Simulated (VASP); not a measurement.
# AlAs (F-43m) in VASP: notebook

Aim: see how the results for AlAs move with the level of theory and the settings. Levels: TB-mBJ, LDA. Tasks: band structure.

Everything below comes from runs of VASP 6.6.1. Logs are shortened: lines on timing, memory, paths and dates and some standing lists are left out, and cuts for length are marked.

## (1) The crystal as given

The structure is cubic, space group F-43m (No. 216). Conventional cell: a = 5.682 Å, b = 5.682 Å, c = 5.682 Å, α = 90.00°, β = 90.00°, γ = 90.00°. Al (site symmetry -43m) has 4 As at 2.46 Å as nearest neighbours. As (site symmetry -43m) has 4 Al at 2.46 Å as nearest neighbours.

The cell was built by a generator and needn't be a form met in nature.

## (2) Band structure, TB-mBJ, spin-orbit coupling, no magnetisation

Input file POSCAR:

```
AlAs                                    
1.0
    0.0000000000      2.8408956351      2.8408956351
    2.8408956351      0.0000000000      2.8408956351
    2.8408956351      2.8408956351      0.0000000000
  Al              As            
     1     1
Direct
     0.0000000000000000    0.0000000000000000    0.0000000000000000
     0.2500000000000000    0.2500000000000000    0.2500000000000000
```

Input file INCAR.step1:

```
PREC = Accurate
ENCUT = 520
EDIFF = 1E-5
ISMEAR = 0
SIGMA = 0.03
LREAL = F
LASPH = T
NELM = 80
ALGO = Normal
ISIF = 2
LWAVE = T
LCHARG = F
MAGMOM = 0 0 0 0 0 0
LORBIT = 11
LSORBIT = T
GGA_COMPAT = F
NBANDS = 22
GGA = PE
```

Input file INCAR.step2:

```
PREC = Accurate
ENCUT = 520
EDIFF = 1E-6
ISMEAR = 0
SIGMA = 0.03
LREAL = F
LASPH = T
NELM = 80
ALGO = Normal
ISIF = 2
LWAVE = F
LCHARG = F
MAGMOM = 0 0 0 0 0 0
LORBIT = 11
LSORBIT = T
GGA_COMPAT = F
METAGGA = MBJ
NBANDS = 22
ISTART = 1
```

Input file KPOINTS:

```
Automatic mesh
0
Gamma
  6 6 6
```

Input file KPOINTS_OPT:

```
explicit points
109
Reciprocal
 0.0000000000  0.0000000000  0.0000000000 1
 0.0555555556  0.0000000000  0.0555555556 1
 0.1111111111  0.0000000000  0.1111111111 1
 0.1666666667  0.0000000000  0.1666666667 1
 0.2222222222  0.0000000000  0.2222222222 1
 0.2777777778  0.0000000000  0.2777777778 1
 0.3333333333  0.0000000000  0.3333333333 1
 0.3888888889  0.0000000000  0.3888888889 1
 0.4444444444  0.0000000000  0.4444444444 1
 0.5000000000  0.0000000000  0.5000000000 1
 0.5000000000  0.0000000000  0.5000000000 1
 0.5000000000  0.0277777778  0.5277777778 1
 0.5000000000  0.0555555556  0.5555555556 1
 0.5000000000  0.0833333333  0.5833333333 1
 0.5000000000  0.1111111111  0.6111111111 1
 0.5000000000  0.1388888889  0.6388888889 1
 0.5000000000  0.1666666667  0.6666666667 1
 0.5000000000  0.1944444444  0.6944444444 1
 0.5000000000  0.2222222222  0.7222222222 1
 0.5000000000  0.2500000000  0.7500000000 1
 0.5000000000  0.2500000000  0.7500000000 1
 0.4861111111  0.2638888889  0.7500000000 1
 0.4722222222  0.2777777778  0.7500000000 1
 0.4583333333  0.2916666667  0.7500000000 1
 0.4444444444  0.3055555556  0.7500000000 1
 0.4305555556  0.3194444444  0.7500000000 1
 0.4166666667  0.3333333333  0.7500000000 1
 0.4027777778  0.3472222222  0.7500000000 1
 0.3888888889  0.3611111111  0.7500000000 1
 0.3750000000  0.3750000000  0.7500000000 1
 0.3750000000  0.3750000000  0.7500000000 1
 0.3333333333  0.3333333333  0.6666666667 1
 0.2916666667  0.2916666667  0.5833333333 1
 0.2500000000  0.2500000000  0.5000000000 1
 0.2083333333  0.2083333333  0.4166666667 1
 0.1666666667  0.1666666667  0.3333333333 1
 0.1250000000  0.1250000000  0.2500000000 1
 0.0833333333  0.0833333333  0.1666666667 1
 0.0416666667  0.0416666667  0.0833333333 1
 0.0000000000  0.0000000000  0.0000000000 1
 0.0000000000  0.0000000000  0.0000000000 1
 0.0555555556  0.0555555556  0.0555555556 1
 0.1111111111  0.1111111111  0.1111111111 1
 0.1666666667  0.1666666667  0.1666666667 1
 0.2222222222  0.2222222222  0.2222222222 1
 0.2777777778  0.2777777778  0.2777777778 1
 0.3333333333  0.3333333333  0.3333333333 1
 0.3888888889  0.3888888889  0.3888888889 1
 0.4444444444  0.4444444444  0.4444444444 1
 0.5000000000  0.5000000000  0.5000000000 1
 0.5000000000  0.5000000000  0.5000000000 1
 0.5138888889  0.4722222222  0.5138888889 1
 0.5277777778  0.4444444444  0.5277777778 1
 0.5416666667  0.4166666667  0.5416666667 1
 0.5555555556  0.3888888889  0.5555555556 1
 0.5694444444  0.3611111111  0.5694444444 1
 0.5833333333  0.3333333333  0.5833333333 1
 0.5972222222  0.3055555556  0.5972222222 1
 0.6111111111  0.2777777778  0.6111111111 1
 0.6250000000  0.2500000000  0.6250000000 1
 0.6250000000  0.2500000000  0.6250000000 1
 0.6111111111  0.2500000000  0.6388888889 1
 0.5972222222  0.2500000000  0.6527777778 1
 0.5833333333  0.2500000000  0.6666666667 1
 0.5694444444  0.2500000000  0.6805555556 1
 0.5555555556  0.2500000000  0.6944444444 1
 0.5416666667  0.2500000000  0.7083333333 1
 0.5277777778  0.2500000000  0.7222222222 1
 0.5138888889  0.2500000000  0.7361111111 1
 0.5000000000  0.2500000000  0.7500000000 1
 0.5000000000  0.2500000000  0.7500000000 1
 0.5000000000  0.2777777778  0.7222222222 1
 0.5000000000  0.3055555556  0.6944444444 1
 0.5000000000  0.3333333333  0.6666666667 1
 0.5000000000  0.3611111111  0.6388888889 1
 0.5000000000  0.3888888889  0.6111111111 1
 0.5000000000  0.4166666667  0.5833333333 1
 0.5000000000  0.4444444444  0.5555555556 1
 0.5000000000  0.4722222222  0.5277777778 1
 0.5000000000  0.5000000000  0.5000000000 1
 0.5000000000  0.5000000000  0.5000000000 1
 0.4861111111  0.4861111111  0.5277777778 1
 0.4722222222  0.4722222222  0.5555555556 1
 0.4583333333  0.4583333333  0.5833333333 1
 0.4444444444  0.4444444444  0.6111111111 1
 0.4305555556  0.4305555556  0.6388888889 1
 0.4166666667  0.4166666667  0.6666666667 1
 0.4027777778  0.4027777778  0.6944444444 1
 0.3888888889  0.3888888889  0.7222222222 1
 0.3750000000  0.3750000000  0.7500000000 1
 0.6250000000  0.2500000000  0.6250000000 1
 0.6111111111  0.2222222222  0.6111111111 1
 0.5972222222  0.1944444444  0.5972222222 1
 0.5833333333  0.1666666667  0.5833333333 1
 0.5694444444  0.1388888889  0.5694444444 1
 0.5555555556  0.1111111111  0.5555555556 1
 0.5416666667  0.0833333333  0.5416666667 1
 0.5277777778  0.0555555556  0.5277777778 1
 0.5138888889  0.0277777778  0.5138888889 1
 0.5000000000  0.0000000000  0.5000000000 1
 0.0000000000  0.0000000000  0.0000000000 1
 0.3750000000  0.3750000000  0.7500000000 1
 0.5000000000  0.5000000000  0.5000000000 1
 0.6250000000  0.2500000000  0.6250000000 1
 0.5000000000  0.2500000000  0.7500000000 1
 0.5000000000  0.0000000000  0.5000000000 1
 0.4000000000  0.0000000000  0.4000000000 1
 0.4250000000  0.0000000000  0.4250000000 1
 0.4500000000  0.0000000000  0.4500000000 1
```

Potentials or basis: VASP PAW PBE potentials, release 64 (Al, As).

The run is started by

```
> cat potpaw_PBE.64/Al/POTCAR potpaw_PBE.64/As/POTCAR > POTCAR
> cp INCAR.step1 INCAR
> mpirun -np 1 vasp_ncl > vasp.out
> cp INCAR.step2 INCAR
> mpirun -np 1 vasp_ncl > vasp.out
```

OUTCAR:

```text
PREC = Accurate
   ENCUT = 520
   EDIFF = 1E-6
   ISMEAR = 0
   LREAL = F
   LASPH = T
   NELM = 80
   ISIF = 2
   LORBIT = 11
   LSORBIT = T
   METAGGA = MBJ
   ISTART = 1

 ion  position               nearest neighbor table
   1  0.000  0.000  0.000-   2 2.46   2 2.46   2 2.46   2 2.46
   2  0.250  0.250  0.250-   1 2.46   1 2.46   1 2.46   1 2.46

  LATTYP: Found a face centered cubic cell.
 ALAT       =     5.6817912702

  Lattice vectors:

 A1 = (   0.0000000000,   2.8408956351,   2.8408956351)
 A2 = (   2.8408956351,   0.0000000000,   2.8408956351)
 A3 = (   2.8408956351,   2.8408956351,   0.0000000000)

Analysis of symmetry for initial positions (statically):
=====================================================================
 Subroutine PRICEL returns:
 Original cell was already a primitive cell.

 Routine SETGRP: Setting up the symmetry group for a
 face centered cubic supercell.

 Subroutine GETGRP returns: Found 24 space group operations
 (whereof 24 operations were pure point group operations)
 out of a pool of 48 trial point group operations.

The static configuration has the point symmetry T_d .

Analysis of symmetry for dynamics (positions and initial velocities):
=====================================================================
 Subroutine PRICEL returns:
 Original cell was already a primitive cell.

 Routine SETGRP: Setting up the symmetry group for a
 face centered cubic supercell.

 Subroutine GETGRP returns: Found 24 space group operations
 (whereof 24 operations were pure point group operations)
 out of a pool of 48 trial point group operations.

The dynamic configuration has the point symmetry T_d .

Analysis of structural, dynamic, and magnetic symmetry:
=====================================================================
 Subroutine PRICEL returns:
 Original cell was already a primitive cell.

 Routine SETGRP: Setting up the symmetry group for a
 face centered cubic supercell.

 Subroutine GETGRP returns: Found 24 space group operations
 (whereof 24 operations were pure point group operations)
[... 673 lines left out ...]
  -------------------------------------------------------------------------------------
  Total       31.8104995     31.8104995     31.8104995      0.0000000      0.0000000      0.0000000
  in kB     1111.4379874   1111.4379874   1111.4379874      0.0000000      0.0000000      0.0000000
  external PRESSURE =    1111.4379874 kB  Pullay stress =       0.0000000 kB

 VOLUME and BASIS-vectors are now :
 -----------------------------------------------------------------------------
  energy-cutoff  :      520.00
  volume of cell :       45.86
      direct lattice vectors                 reciprocal lattice vectors
     0.000000000  2.840895635  2.840895635    -0.176000834  0.176000834  0.176000834
     2.840895635  0.000000000  2.840895635     0.176000834 -0.176000834  0.176000834
     2.840895635  2.840895635  0.000000000     0.176000834  0.176000834 -0.176000834

 POSITION                                       TOTAL-FORCE (eV/Angst)
 -----------------------------------------------------------------------------------
      0.00000      0.00000      0.00000         0.000000     -0.000000     -0.000000
      1.42045      1.42045      1.42045        -0.000000      0.000000      0.000000
 -----------------------------------------------------------------------------------
    total drift:                               -0.000000     -0.000000     -0.000000

  FREE ENERGIE OF THE ION-ELECTRON SYSTEM (eV)
  ---------------------------------------------------
  free  energy   TOTEN  =       138.3050713620 eV

  energy  without entropy=      138.3050713620  energy(sigma->0) =      138.30507136

 Spin-Orbit-Coupling matrix elements

 Ion:    1  E_soc:     -0.0001576
 l=   1
     0.0000000    -0.0000263    -0.0000263
    -0.0000263     0.0000000    -0.0000263
    -0.0000263    -0.0000263     0.0000000
 l=   2
     0.0000000     0.0000000     0.0000000     0.0000000     0.0000000
     0.0000000     0.0000000     0.0000000     0.0000000     0.0000000
     0.0000000     0.0000000     0.0000000     0.0000000     0.0000000
     0.0000000     0.0000000     0.0000000     0.0000000     0.0000000
     0.0000000     0.0000000     0.0000000     0.0000000     0.0000000
 l=   3
     0.0000000     0.0000000     0.0000000     0.0000000     0.0000000     0.0000000     0.0000000
     0.0000000     0.0000000     0.0000000     0.0000000     0.0000000     0.0000000     0.0000000
     0.0000000     0.0000000     0.0000000     0.0000000     0.0000000     0.0000000     0.0000000
     0.0000000     0.0000000     0.0000000     0.0000000     0.0000000     0.0000000     0.0000000
     0.0000000     0.0000000     0.0000000     0.0000000     0.0000000     0.0000000     0.0000000
     0.0000000     0.0000000     0.0000000     0.0000000     0.0000000     0.0000000     0.0000000
     0.0000000     0.0000000     0.0000000     0.0000000     0.0000000     0.0000000     0.0000000

 Ion:    2  E_soc:     -0.0212094
 l=   1
     0.0000000    -0.0035256    -0.0035256
    -0.0035256     0.0000000    -0.0035256
    -0.0035256    -0.0035256     0.0000000
 l=   2
     0.0000000    -0.0000049     0.0000000    -0.0000049    -0.0000044
    -0.0000049     0.0000000    -0.0000033    -0.0000049    -0.0000011
     0.0000000    -0.0000033     0.0000000    -0.0000033     0.0000000
    -0.0000049    -0.0000049    -0.0000033     0.0000000    -0.0000011
    -0.0000044    -0.0000011     0.0000000    -0.0000011     0.0000000
 l=   3
     0.0000000     0.0000000     0.0000000     0.0000000     0.0000000     0.0000000     0.0000000
     0.0000000     0.0000000     0.0000000     0.0000000     0.0000000     0.0000000     0.0000000
     0.0000000     0.0000000     0.0000000     0.0000000     0.0000000     0.0000000     0.0000000
     0.0000000     0.0000000     0.0000000     0.0000000     0.0000000     0.0000000     0.0000000
     0.0000000     0.0000000     0.0000000     0.0000000     0.0000000     0.0000000     0.0000000
     0.0000000     0.0000000     0.0000000     0.0000000     0.0000000     0.0000000     0.0000000
     0.0000000     0.0000000     0.0000000     0.0000000     0.0000000     0.0000000     0.0000000

 total charge

# of ion       s       p       d       tot
------------------------------------------
    1        0.308   0.335   0.000   0.642
    2        1.214   1.754   0.028   2.996
--------------------------------------------------
tot          1.522   2.089   0.028   3.638

 magnetization (x)

# of ion       s       p       d       tot
------------------------------------------
    1       -0.000  -0.000   0.000  -0.000
    2        0.000   0.000  -0.000  -0.000
--------------------------------------------------
tot         -0.000  -0.000  -0.000  -0.000

 magnetization (y)

# of ion       s       p       d       tot
------------------------------------------
    1       -0.000   0.000   0.000  -0.000
    2        0.000   0.000   0.000   0.000
--------------------------------------------------
tot         -0.000   0.000   0.000  -0.000

 magnetization (z)

# of ion       s       p       d       tot
------------------------------------------
    1       -0.000  -0.000   0.000  -0.000
    2        0.000  -0.000   0.000  -0.000
--------------------------------------------------
tot         -0.000  -0.000   0.000  -0.000
```

It took 8.3 min on 1 thread of Intel Xeon Platinum 8259CL at 2.50GHz (Skylake/Cascade Lake), shared host; peak memory 0.33 GiB.

Results:

| Property | Result |
| --- | --- |
| Valence electrons inside the program's atomic spheres | Al 0.64; As 3.00 |

Caveat: the PAW data sets were made with another functional, which shifts forces and pressure a little.

## (3) Band structure, LDA

Input file INCAR:

```
PREC = Accurate
ENCUT = 520
EDIFF = 1E-6
ISMEAR = 0
SIGMA = 0.03
LREAL = F
LASPH = T
NELM = 80
ALGO = Normal
ISIF = 2
LWAVE = F
LCHARG = F
NBANDS = 11
```

Input file KPOINTS:

```
Automatic mesh
0
Gamma
  10 10 10
```

POSCAR is that of step 2.

KPOINTS_OPT is that of step 2.

Potentials or basis: VASP PAW LDA potentials, release 64 (Al, As).

The run is started by

```
> cat potpaw_LDA.64/Al/POTCAR potpaw_LDA.64/As/POTCAR > POTCAR
> mpirun -np 1 vasp_std > vasp.out
```

OUTCAR:

```text
PREC = Accurate
   ENCUT = 520
   EDIFF = 1E-6
   ISMEAR = 0
   LREAL = F
   LASPH = T
   NELM = 80
   ISIF = 2

 ion  position               nearest neighbor table
   1  0.000  0.000  0.000-   2 2.46   2 2.46   2 2.46   2 2.46
   2  0.250  0.250  0.250-   1 2.46   1 2.46   1 2.46   1 2.46

  LATTYP: Found a face centered cubic cell.
 ALAT       =     5.6817912702

  Lattice vectors:

 A1 = (   0.0000000000,   2.8408956351,   2.8408956351)
 A2 = (   2.8408956351,   0.0000000000,   2.8408956351)
 A3 = (   2.8408956351,   2.8408956351,   0.0000000000)

Analysis of symmetry for initial positions (statically):
=====================================================================
 Subroutine PRICEL returns:
 Original cell was already a primitive cell.

 Routine SETGRP: Setting up the symmetry group for a
 face centered cubic supercell.

 Subroutine GETGRP returns: Found 24 space group operations
 (whereof 24 operations were pure point group operations)
 out of a pool of 48 trial point group operations.

The static configuration has the point symmetry T_d .

[... 170 lines left out ...]
  band No.  band energies     occupation
      1      -8.1467      2.00000
      2       3.6861      2.00000
      3       3.6861      2.00000
      4       3.6861      2.00000
      5       5.4824      0.00000
      6       7.9138      0.00000
      7       7.9138      0.00000
      8       7.9138      0.00000
      9      12.2523      0.00000
     10      12.6984      0.00000
     11      12.6984      0.00000
[... 309 lines left out ...]
 k-point    24 :       0.4000    0.3000    0.0000
  band No.  band energies     occupation
      1      -6.7544      2.00000
      2      -0.8566      2.00000
      3       1.5772      2.00000
      4       1.8959      2.00000
      5       5.7795      0.00000
      6       6.8490      0.00000
      7      11.0937      0.00000
      8      11.5651      0.00000
      9      13.5712      0.00000
     10      15.1083      0.00000
     11      16.4632      0.00000

 [... further k-points ...]

------------------------ aborting loop because EDIFF is reached ----------------------------------------

  FORCE on cell =-STRESS in cart. coord.  units (eV):
  Direction    XX          YY          ZZ          XY          YZ          ZX
  --------------------------------------------------------------------------------------
  -------------------------------------------------------------------------------------
  Total       -0.4804118     -0.4804118     -0.4804118     -0.0000000     -0.0000000      0.0000000
  in kB      -16.7852741    -16.7852741    -16.7852741     -0.0000000     -0.0000000      0.0000000
  external PRESSURE =     -16.7852741 kB  Pullay stress =       0.0000000 kB

 VOLUME and BASIS-vectors are now :
 -----------------------------------------------------------------------------
  energy-cutoff  :      520.00
  volume of cell :       45.86
      direct lattice vectors                 reciprocal lattice vectors
     0.000000000  2.840895635  2.840895635    -0.176000834  0.176000834  0.176000834
     2.840895635  0.000000000  2.840895635     0.176000834 -0.176000834  0.176000834
     2.840895635  2.840895635  0.000000000     0.176000834  0.176000834 -0.176000834

 POSITION                                       TOTAL-FORCE (eV/Angst)
 -----------------------------------------------------------------------------------
      0.00000      0.00000      0.00000         0.000000      0.000000      0.000000
      1.42045      1.42045      1.42045        -0.000000     -0.000000      0.000000
 -----------------------------------------------------------------------------------
    total drift:                               -0.000000     -0.000000     -0.000000

  FREE ENERGIE OF THE ION-ELECTRON SYSTEM (eV)
  ---------------------------------------------------
  free  energy   TOTEN  =       -10.5101100077 eV

  energy  without entropy=      -10.5101100077  energy(sigma->0) =      -10.51011001
```

It took 49 s on 1 thread of Intel Xeon Platinum 8259CL at 2.50GHz (Skylake/Cascade Lake), shared host; peak memory 0.17 GiB.

What came out:

```yaml
Free_energy: -10.5101 eV
Pressure: -1.7 GPa
Band_gap_on_the_k_mesh: 1.36 eV, indirect (least direct gap 1.80 eV)
Band_gap_along_the_path: 1.36 eV, indirect (least direct gap 1.80 eV)
```

Levels at the corners of the path, in eV from the valence-band top:
| point | band 1 | band 2 | band 3 | band 4 | band 5 | band 6 | band 7 | band 8 | band 9 |
| --- | --- | --- | --- | --- | --- | --- | --- | --- | --- |
| Γ | -11.83 | 0.00 | 0.00 | 0.00 | 1.80 | 4.23 | 4.23 | 4.23 | 8.57 |
| X | -9.91 | -5.41 | -2.15 | -2.15 | 1.36 | 2.20 | 10.12 | 10.12 | 11.45 |
| X | -9.91 | -5.41 | -2.15 | -2.15 | 1.36 | 2.20 | 10.12 | 10.12 | 11.45 |
| W | -9.88 | -5.07 | -3.16 | -2.81 | 4.24 | 5.51 | 5.58 | 5.95 | 10.41 |
| W | -9.88 | -5.07 | -3.16 | -2.81 | 4.24 | 5.51 | 5.58 | 5.95 | 10.41 |
| K | -9.94 | -5.16 | -3.39 | -1.78 | 2.15 | 4.87 | 8.05 | 8.13 | 8.55 |
| K | -9.94 | -5.16 | -3.39 | -1.78 | 2.15 | 4.87 | 8.05 | 8.13 | 8.55 |
| Γ | -11.83 | 0.00 | 0.00 | 0.00 | 1.80 | 4.23 | 4.23 | 4.23 | 8.57 |
| Γ | -11.83 | 0.00 | 0.00 | 0.00 | 1.80 | 4.23 | 4.23 | 4.23 | 8.57 |
| L | -10.44 | -5.55 | -0.82 | -0.82 | 1.98 | 4.63 | 4.63 | 7.56 | 10.89 |
| L | -10.44 | -5.55 | -0.82 | -0.82 | 1.98 | 4.63 | 4.63 | 7.56 | 10.89 |
| U | -9.94 | -5.16 | -3.39 | -1.78 | 2.15 | 4.87 | 8.05 | 8.13 | 8.55 |
| U | -9.94 | -5.16 | -3.39 | -1.78 | 2.15 | 4.87 | 8.05 | 8.13 | 8.55 |
| W | -9.88 | -5.07 | -3.16 | -2.81 | 4.24 | 5.51 | 5.58 | 5.95 | 10.41 |
| W | -9.88 | -5.07 | -3.16 | -2.81 | 4.24 | 5.51 | 5.58 | 5.95 | 10.41 |
| L | -10.44 | -5.55 | -0.82 | -0.82 | 1.98 | 4.63 | 4.63 | 7.56 | 10.89 |
| L | -10.44 | -5.55 | -0.82 | -0.82 | 1.98 | 4.63 | 4.63 | 7.56 | 10.89 |
| K | -9.94 | -5.16 | -3.39 | -1.78 | 2.15 | 4.87 | 8.05 | 8.13 | 8.55 |
| U | -9.94 | -5.16 | -3.39 | -1.78 | 2.15 | 4.87 | 8.05 | 8.13 | 8.55 |
| X | -9.91 | -5.41 | -2.15 | -2.15 | 1.36 | 2.20 | 10.12 | 10.12 | 11.45 |
